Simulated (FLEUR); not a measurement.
# Sb (Pm-3m) in FLEUR: a series of runs

Runs on Sb. Level: r2SCAN. Tasks: band structure, equation of state.

Program: FLEUR MaX-R8.1 (later development tree). These are calculated values, not measurements. Logs are shortened: lines on timing, memory, paths and dates and some standing lists are left out, and cuts for length are marked.

## Step 1: Starting point

It takes space group Pm-3m (No. 221, cubic). The conventional cell has a = 3.160 Å, b = 3.160 Å, c = 3.160 Å, α = 90.00°, β = 90.00°, γ = 90.00°. Sb (site symmetry m-3m) is surrounded by 6 Sb at 3.16 Å.

This isn't the form of Sb at room conditions, which is rhombohedral.

## Step 2: Band structure, r2SCAN

Contents of inp.xml:

```xml
<?xml version="1.0" encoding="UTF-8" standalone="no"?>
<fleurInput fleurInputVersion="0.39">
   <comment>
      Sb                                                                                                  
   </comment>
   <calculationSetup>
      <cutoffs Kmax="4.1" Gmax="12.7" GmaxXC="12.7" numbands="0"/>
      <scfLoop itmax="80" minDistance="0.0001" maxIterBroyd="30" imix="Anderson" alpha="0.05" precondParam="0.0" spinf="2.0" sdNocoIR="T"/>
      <coreElectrons ctail="F" frcor="F" kcrel="0" coretail_lmax="0"/>
      <xcFunctional name="LibXC" relativisticCorrections="F">
         <LibXCName exchange="mgga_x_r2scan" correlation="mgga_c_r2scan"/>
         <AuxGGA exchange="117" correlation="130"/>
      </xcFunctional>
      <magnetism jspins="1"/>
      <soc l_soc="F" theta="0.0" phi="0.0" spav="F"/>
      <expertModes spex="0" secvar="F"/>
      <geometryOptimization l_f="F" forcealpha="1.0" forcemix="BFGS" epsdisp="0.00001" epsforce="0.00001"/>
      <ldaU l_linMix="F" mixParam="0.05" spinf="1.0"/>
   </calculationSetup>
   <cell>
      <bzIntegration valenceElectrons="21.0" mode="hist" fermiSmearingEnergy="0.00183747">
         <kPointListSelection listName="default-1"/>
         <!-- k-points included here -->
         <xi:include xmlns:xi="http://www.w3.org/2001/XInclude" href="kpts.xml"> </xi:include>
      </bzIntegration>
      <!-- symmetry operations included here -->
      <xi:include xmlns:xi="http://www.w3.org/2001/XInclude" href="sym.xml"> </xi:include>
      <bulkLattice scale="1.0">
         <bravaisMatrix>
            <row-1>    5.9715345537360003     0.0000000000000000     0.0000000000000000</row-1>
            <row-2>    0.0000000000000000     5.9715345537360003     0.0000000000000000</row-2>
            <row-3>    0.0000000000000000     0.0000000000000000     5.9715345537360003</row-3>
         </bravaisMatrix>
      </bulkLattice>
   </cell>
   <atomSpecies>
      <species name="Antimony (Sb)" element="Sb" atomicNumber="51">
         <mtSphere radius="2.66" gridPoints="879" logIncrement="0.015"/>
         <atomicCutoffs lmax="10" lnonsphr="10"/>
         <electronConfig flipSpins="F">
            <coreConfig>(1s1/2) (2s1/2) (2p1/2) (2p3/2) (3s1/2) (3p1/2) (3p3/2) (4s1/2) (3d3/2) (3d5/2)</coreConfig>
            <valenceConfig>(4p1/2) (4p3/2) (5s1/2) (4d3/2) (4d5/2) (5p1/2) (5p3/2)</valenceConfig>
            <stateOccupation state="(5p1/2)" spinUp="0.500000" spinDown="0.500000"/>
            <stateOccupation state="(5p3/2)" spinUp="1.000000" spinDown="1.000000"/>
         </electronConfig>
         <energyParameters s="5" p="5" d="5" f="4"/>
         <lo type="SCLO" l="1" n="4" eDeriv="0"/>
         <lo type="SCLO" l="1" n="4" eDeriv="1"/>
         <lo type="SCLO" l="2" n="4" eDeriv="0"/>
         <lo type="SCLO" l="2" n="4" eDeriv="1"/>
         <lo type="SCLO" l="0" n="5" eDeriv="2"/>
         <lo type="SCLO" l="3" n="4" eDeriv="2"/>
      </species>
   </atomSpecies>
   <atomGroups>
      <atomGroup species="Antimony (Sb)">
         <relPos label="                   1">.0000000000 .0000000000 .0000000000</relPos>
         <force calculate="T" relaxXYZ="TTT"/>
      </atomGroup>
   </atomGroups>
   <output dos="F" band="F" slice="F">
      <checks vchk="F" cdinf="F"/>
      <bandDOS minEnergy="-.5*Htr" maxEnergy="0.5*Htr" sigma="0.015" storeEVData="T"/>
      <vacuumDOS vacdos="F" integ="F" star="F" nstars="0" locx1="0.0" locy1="0.0" locx2="0.0" locy2="0.0" nstm="0" tworkf="0.0"/>
      <unfoldingBand unfoldBand="F" supercellX="1" supercellY="1" supercellZ="1"/>
      <plotting iplot="0" polar="F">
         <plot TwoD="T" vec1="  1.0  0.0  0.0" vec2="  0.0  1.0  0.0" vec3="  0.0  0.0  1.0" zero="  0.0  0.0  0.0" file="plot"/>
      </plotting>
      <chargeDensitySlicing numkpt="0" minEigenval="0.0" maxEigenval="0.0" nnne="0" pallst="F"/>
      <specialOutput eonly="F"/>
      <moessbauerParams electricFieldGradient="T" isomerShift="T" coreHyperfine="T" valenceHyperfine="T"/>
      <magneticCircularDichroism mcd="F" energyLo="-10.0" energyUp="0.0"/>
   </output>
  <!-- We include the file relax.xml here to enable relaxations (see documentation) -->
  <xi:include xmlns:xi="http://www.w3.org/2001/XInclude" href="relax.xml"> <xi:fallback/> </xi:include>
</fleurInput>
```

Contents of crystal.txt:

```
Sb
&input cartesian=F /
3.1600000000  0.0000000000  0.0000000000
0.0000000000  3.1600000000  0.0000000000
0.0000000000  0.0000000000  3.1600000000
1.8897261246
1.0 1.0 1.0

1
51 0.0000000000  0.0000000000  0.0000000000

&kpt div1=8 div2=8 div3=8 gamma=T /
```

Contents of inp.xml (bands):

```
<?xml version="1.0" encoding="UTF-8" standalone="no"?>
<fleurInput fleurInputVersion="0.39">
   <comment>
      Sb                                                                                                  
   </comment>
   <calculationSetup>
      <cutoffs Kmax="4.1" Gmax="12.7" GmaxXC="12.7" numbands="0"/>
      <scfLoop itmax="80" minDistance="0.0001" maxIterBroyd="30" imix="Anderson" alpha="0.05" precondParam="0.0" spinf="2.0" sdNocoIR="T"/>
      <coreElectrons ctail="F" frcor="F" kcrel="0" coretail_lmax="0"/>
      <xcFunctional name="LibXC" relativisticCorrections="F">
         <LibXCName exchange="mgga_x_r2scan" correlation="mgga_c_r2scan"/>
         <AuxGGA exchange="117" correlation="130"/>
      </xcFunctional>
      <magnetism jspins="1"/>
      <soc l_soc="F" theta="0.0" phi="0.0" spav="F"/>
      <expertModes spex="0" secvar="F"/>
      <geometryOptimization l_f="F" forcealpha="1.0" forcemix="BFGS" epsdisp="0.00001" epsforce="0.00001"/>
      <ldaU l_linMix="F" mixParam="0.05" spinf="1.0"/>
   </calculationSetup>
   <cell>
      <bzIntegration valenceElectrons="21.0" mode="hist" fermiSmearingEnergy="0.00183747">
         <kPointListSelection listName="path-1"/>
         <!-- k-points included here -->
         <xi:include xmlns:xi="http://www.w3.org/2001/XInclude" href="kpts.xml"> </xi:include>
      </bzIntegration>
      <!-- symmetry operations included here -->
      <xi:include xmlns:xi="http://www.w3.org/2001/XInclude" href="sym.xml"> </xi:include>
      <bulkLattice scale="1.0">
         <bravaisMatrix>
            <row-1>    5.9715345537360003     0.0000000000000000     0.0000000000000000</row-1>
            <row-2>    0.0000000000000000     5.9715345537360003     0.0000000000000000</row-2>
            <row-3>    0.0000000000000000     0.0000000000000000     5.9715345537360003</row-3>
         </bravaisMatrix>
      </bulkLattice>
   </cell>
   <atomSpecies>
      <species name="Antimony (Sb)" element="Sb" atomicNumber="51">
         <mtSphere radius="2.66" gridPoints="879" logIncrement="0.015"/>
         <atomicCutoffs lmax="10" lnonsphr="10"/>
         <electronConfig flipSpins="F">
            <coreConfig>(1s1/2) (2s1/2) (2p1/2) (2p3/2) (3s1/2) (3p1/2) (3p3/2) (4s1/2) (3d3/2) (3d5/2)</coreConfig>
            <valenceConfig>(4p1/2) (4p3/2) (5s1/2) (4d3/2) (4d5/2) (5p1/2) (5p3/2)</valenceConfig>
            <stateOccupation state="(5p1/2)" spinUp="0.500000" spinDown="0.500000"/>
            <stateOccupation state="(5p3/2)" spinUp="1.000000" spinDown="1.000000"/>
         </electronConfig>
         <energyParameters s="5" p="5" d="5" f="4"/>
         <lo type="SCLO" l="1" n="4" eDeriv="0"/>
         <lo type="SCLO" l="1" n="4" eDeriv="1"/>
         <lo type="SCLO" l="2" n="4" eDeriv="0"/>
         <lo type="SCLO" l="2" n="4" eDeriv="1"/>
         <lo type="SCLO" l="0" n="5" eDeriv="2"/>
         <lo type="SCLO" l="3" n="4" eDeriv="2"/>
      </species>
   </atomSpecies>
   <atomGroups>
      <atomGroup species="Antimony (Sb)">
         <relPos label="                   1">.0000000000 .0000000000 .0000000000</relPos>
         <force calculate="T" relaxXYZ="TTT"/>
      </atomGroup>
   </atomGroups>
   <output dos="F" band="T" slice="F">
      <checks vchk="F" cdinf="F"/>
      <bandDOS minEnergy="-.5*Htr" maxEnergy="0.5*Htr" sigma="0.015" storeEVData="T"/>
      <vacuumDOS vacdos="F" integ="F" star="F" nstars="0" locx1="0.0" locy1="0.0" locx2="0.0" locy2="0.0" nstm="0" tworkf="0.0"/>
      <unfoldingBand unfoldBand="F" supercellX="1" supercellY="1" supercellZ="1"/>
      <plotting iplot="0" polar="F">
         <plot TwoD="T" vec1="  1.0  0.0  0.0" vec2="  0.0  1.0  0.0" vec3="  0.0  0.0  1.0" zero="  0.0  0.0  0.0" file="plot"/>
      </plotting>
      <chargeDensitySlicing numkpt="0" minEigenval="0.0" maxEigenval="0.0" nnne="0" pallst="F"/>
      <specialOutput eonly="F"/>
      <moessbauerParams electricFieldGradient="T" isomerShift="T" coreHyperfine="T" valenceHyperfine="T"/>
      <magneticCircularDichroism mcd="F" energyLo="-10.0" energyUp="0.0"/>
   </output>
  <!-- We include the file relax.xml here to enable relaxations (see documentation) -->
  <xi:include xmlns:xi="http://www.w3.org/2001/XInclude" href="relax.xml"> <xi:fallback/> </xi:include>
</fleurInput>
```

Potentials or basis: all-electron, FLAPW.

Launch:

```
inpgen -f crystal.txt -profile fastHighL
# inp.xml edited to the form shown
fleur_MPI
fleur_MPI   # second run, on inp.xml (bands)
```

The log of the run:

```text
Welcome to FLEUR        (www.flapw.de)
      MaX-Release 8.1          (www.max-centre.eu)
 func_ids         498         497         498         497
 MetaGGA potential functional detected - V_tau will be computed
 Auxiliary Potential for radial basis: exchange=         117  correlation=         130
The functional 'Re-regularized SCAN exchange by Furness et al' is an exchange functional, it belongs to the 'MGGA' family and is defined in the reference(s):
[1] J. W. Furness, A. D. Kaplan, J. Ning, J. P. Perdew, and J. Sun.,  J. Phys. Chem. Lett. 11, 8208-8215 (2020)
[2] J. W. Furness, A. D. Kaplan, J. Ning, J. P. Perdew, and J. Sun.,  J. Phys. Chem. Lett. 11, 9248-9248 (2020)
The functional 'Re-regularized SCAN correlation by Furness et al' is a correlation functional, it belongs to the 'MGGA' family and is defined in the reference(s):
[1] J. W. Furness, A. D. Kaplan, J. Ning, J. P. Perdew, and J. Sun.,  J. Phys. Chem. Lett. 11, 8208-8215 (2020)
[2] J. W. Furness, A. D. Kaplan, J. Ning, J. P. Perdew, and J. Sun.,  J. Phys. Chem. Lett. 11, 9248-9248 (2020)
 Using same functional for VXC and EXC

 ========== k-point set info ==========
 Selected k-point list: default-1
 k-point list type: mesh
 8 x 8 x 8
 Number of k points: 35

 ------------Calculation Setup---------------------------
 Number of MPI-tasks      :            1
 Number of PE/node        :            1
 Number of OMP-threads    :            1
 Most efficient MPI parallelization for:
           1           5           7          35
 Additional eigenvalue parallelization possible
 Number of basis functions:          322
 Approximate size of matrices (H+S) per k-point:         0.002 GB
 --------------------------------------------------------
The functional 'Hammer, Hansen, and Norskov' is an exchange functional, it belongs to the 'GGA' family and is defined in the reference(s):
[1] B. Hammer, L. B. Hansen, and J. K. Nørskov.,  Phys. Rev. B 59, 7413 (1999)
The functional 'Perdew, Burke & Ernzerhof' is a correlation functional, it belongs to the 'GGA' family and is defined in the reference(s):
[1] J. P. Perdew, K. Burke, and M. Ernzerhof.,  Phys. Rev. Lett. 77, 3865 (1996)
[2] J. P. Perdew, K. Burke, and M. Ernzerhof.,  Phys. Rev. Lett. 78, 1396 (1997)
 Using same functional for VXC and EXC
 Using auxiliary GGA potential for the first iteration of MetaGGA calculation.
 Reset of history
 Reset of history
 Iteration:     1   Distance:      23.70608474 me/bohr^3
The functional 'Hammer, Hansen, and Norskov' is an exchange functional, it belongs to the 'GGA' family and is defined in the reference(s):
[1] B. Hammer, L. B. Hansen, and J. K. Nørskov.,  Phys. Rev. B 59, 7413 (1999)
The functional 'Perdew, Burke & Ernzerhof' is a correlation functional, it belongs to the 'GGA' family and is defined in the reference(s):
[1] J. P. Perdew, K. Burke, and M. Ernzerhof.,  Phys. Rev. Lett. 77, 3865 (1996)
[2] J. P. Perdew, K. Burke, and M. Ernzerhof.,  Phys. Rev. Lett. 78, 1396 (1997)
 Using same functional for VXC and EXC
 Iteration:     2   Distance:      22.42790658 me/bohr^3
The functional 'Hammer, Hansen, and Norskov' is an exchange functional, it belongs to the 'GGA' family and is defined in the reference(s):
[1] B. Hammer, L. B. Hansen, and J. K. Nørskov.,  Phys. Rev. B 59, 7413 (1999)
The functional 'Perdew, Burke & Ernzerhof' is a correlation functional, it belongs to the 'GGA' family and is defined in the reference(s):
[1] J. P. Perdew, K. Burke, and M. Ernzerhof.,  Phys. Rev. Lett. 77, 3865 (1996)
[2] J. P. Perdew, K. Burke, and M. Ernzerhof.,  Phys. Rev. Lett. 78, 1396 (1997)
 Using same functional for VXC and EXC
 Iteration:     3   Distance:      21.29447637 me/bohr^3
The functional 'Hammer, Hansen, and Norskov' is an exchange functional, it belongs to the 'GGA' family and is defined in the reference(s):
[1] B. Hammer, L. B. Hansen, and J. K. Nørskov.,  Phys. Rev. B 59, 7413 (1999)
The functional 'Perdew, Burke & Ernzerhof' is a correlation functional, it belongs to the 'GGA' family and is defined in the reference(s):
[1] J. P. Perdew, K. Burke, and M. Ernzerhof.,  Phys. Rev. Lett. 77, 3865 (1996)
[2] J. P. Perdew, K. Burke, and M. Ernzerhof.,  Phys. Rev. Lett. 78, 1396 (1997)
 Using same functional for VXC and EXC
 Iteration:     4   Distance:       0.49492539 me/bohr^3
The functional 'Hammer, Hansen, and Norskov' is an exchange functional, it belongs to the 'GGA' family and is defined in the reference(s):
[1] B. Hammer, L. B. Hansen, and J. K. Nørskov.,  Phys. Rev. B 59, 7413 (1999)
The functional 'Perdew, Burke & Ernzerhof' is a correlation functional, it belongs to the 'GGA' family and is defined in the reference(s):
[1] J. P. Perdew, K. Burke, and M. Ernzerhof.,  Phys. Rev. Lett. 77, 3865 (1996)
[2] J. P. Perdew, K. Burke, and M. Ernzerhof.,  Phys. Rev. Lett. 78, 1396 (1997)
 Using same functional for VXC and EXC
 Iteration:     5   Distance:       0.23395342 me/bohr^3
The functional 'Hammer, Hansen, and Norskov' is an exchange functional, it belongs to the 'GGA' family and is defined in the reference(s):
[... 25 lines left out ...]
 Using same functional for VXC and EXC
 Iteration:     9   Distance:       0.00257022 me/bohr^3
The functional 'Hammer, Hansen, and Norskov' is an exchange functional, it belongs to the 'GGA' family and is defined in the reference(s):
[1] B. Hammer, L. B. Hansen, and J. K. Nørskov.,  Phys. Rev. B 59, 7413 (1999)
The functional 'Perdew, Burke & Ernzerhof' is a correlation functional, it belongs to the 'GGA' family and is defined in the reference(s):
[1] J. P. Perdew, K. Burke, and M. Ernzerhof.,  Phys. Rev. Lett. 77, 3865 (1996)
[2] J. P. Perdew, K. Burke, and M. Ernzerhof.,  Phys. Rev. Lett. 78, 1396 (1997)
 Using same functional for VXC and EXC
 Iteration:    10   Distance:       0.00013178 me/bohr^3
The functional 'Hammer, Hansen, and Norskov' is an exchange functional, it belongs to the 'GGA' family and is defined in the reference(s):
[1] B. Hammer, L. B. Hansen, and J. K. Nørskov.,  Phys. Rev. B 59, 7413 (1999)
The functional 'Perdew, Burke & Ernzerhof' is a correlation functional, it belongs to the 'GGA' family and is defined in the reference(s):
[1] J. P. Perdew, K. Burke, and M. Ernzerhof.,  Phys. Rev. Lett. 77, 3865 (1996)
[2] J. P. Perdew, K. Burke, and M. Ernzerhof.,  Phys. Rev. Lett. 78, 1396 (1997)
 Using same functional for VXC and EXC
 Iteration:    11   Distance:       0.00012119 me/bohr^3
The functional 'Hammer, Hansen, and Norskov' is an exchange functional, it belongs to the 'GGA' family and is defined in the reference(s):
[1] B. Hammer, L. B. Hansen, and J. K. Nørskov.,  Phys. Rev. B 59, 7413 (1999)
The functional 'Perdew, Burke & Ernzerhof' is a correlation functional, it belongs to the 'GGA' family and is defined in the reference(s):
[1] J. P. Perdew, K. Burke, and M. Ernzerhof.,  Phys. Rev. Lett. 77, 3865 (1996)
[2] J. P. Perdew, K. Burke, and M. Ernzerhof.,  Phys. Rev. Lett. 78, 1396 (1997)
 Using same functional for VXC and EXC
 Iteration:    12   Distance:       0.00002027 me/bohr^3

 ********************************************************************
 Run finished successfully
 Stop message:
   all done
 ********************************************************************
```

It took 21 s on 1 thread of Arm Neoverse V1, shared host; peak memory 0.08 GiB.

What came out:

```yaml
Free_energy: -176428.7124 eV
Band_gap_along_the_path: none (metal or under the smearing width)
Valence_electrons_inside_the_program's_atomic_spheres: Sb 19.03 (radii Sb 2.66 bohr)
```

Levels at the corners of the path, in eV from the Fermi level:
| point | band 9 | band 10 | band 11 | band 12 | band 13 | band 14 |
| --- | --- | --- | --- | --- | --- | --- |
| Γ | -12.49 | 3.34 | 3.34 | 3.34 | 7.44 | 7.44 |
| X | -10.12 | -5.43 | 5.28 | 5.28 | 9.67 | 11.13 |
| M | -7.59 | -3.48 | -3.48 | 2.74 | 7.26 | 13.91 |
| Γ | -12.49 | 3.34 | 3.34 | 3.34 | 7.44 | 7.44 |
| R | -4.75 | -1.64 | -1.64 | -1.64 | 5.38 | 5.38 |
| X | -10.12 | -5.43 | 5.28 | 5.28 | 9.67 | 11.13 |
| M | -7.59 | -3.48 | -3.48 | 2.74 | 7.26 | 13.91 |
| R | -4.75 | -1.64 | -1.64 | -1.64 | 5.38 | 5.38 |

Core levels (eV from the Fermi level):
```tsv
atom	levels
1 Sb	1s1/2 -30282.8, 2s1/2 -4603.0, 2p1/2 -4305.4, 2p3/2 -4053.6, 3s1/2 -898.9, 3p1/2 -777.4, 3p3/2 -730.9, 4s1/2 -144.2, 3d3/2 -516.6, 3d5/2 -506.9
```

Caveat: the meta-GGA is that of a development version, with a GGA for the radial functions and cores and without core tails; spin-orbit coupling is left out, which moves the levels of the heavy elements.

## Step 3: Equation of state, r2SCAN, 29.66 Å³/atom (volume scaled by 0.94)

inp.xml, as its differences from that of step 2:

```diff
@@ -27,3 +27,3 @@
       <xi:include xmlns:xi="http://www.w3.org/2001/XInclude" href="sym.xml"> </xi:include>
-      <bulkLattice scale="1.0">
+      <bulkLattice scale="0.9795861087">
          <bravaisMatrix>
```

Potentials or basis: all-electron, FLAPW.

Launch:

```
inpgen -f crystal.txt -profile fastHighL
# inp.xml edited to the form shown
fleur_MPI
```

Wall time 17 s (1 thread of Arm Neoverse V1, shared host); peak memory 0.09 GiB.

Results (log left out):

```
Free energy                                           : -176428.7325 eV
Band gap on the k mesh                                : none (metal or under the smearing width)
Valence electrons inside the program's atomic spheres : Sb 19.09 (radii Sb 2.66 bohr)
```

Caveat: the meta-GGA is that of a development version, with a GGA for the radial functions and cores and without core tails.

## Step 4: Equation of state, r2SCAN, 30.29 Å³/atom (volume scaled by 0.96)

inp.xml, as its differences from that of step 3:

```diff
@@ -27,3 +27,3 @@
       <xi:include xmlns:xi="http://www.w3.org/2001/XInclude" href="sym.xml"> </xi:include>
-      <bulkLattice scale="0.9795861087">
+      <bulkLattice scale="0.9864848297">
          <bravaisMatrix>
```

Launch:

```
inpgen -f crystal.txt -profile fastHighL
# inp.xml edited to the form shown
fleur_MPI
```

Wall time 18 s (1 thread of Arm Neoverse V1, shared host); peak memory 0.09 GiB.

Results (log left out):

* Free energy: -176428.7302 eV
* Band gap on the k mesh: none (metal or under the smearing width)
* Valence electrons inside the program's atomic spheres: Sb 19.07 (radii Sb 2.66 bohr)

Caveat: the meta-GGA is that of a development version, with a GGA for the radial functions and cores and without core tails.

[end of part 1 of 2]
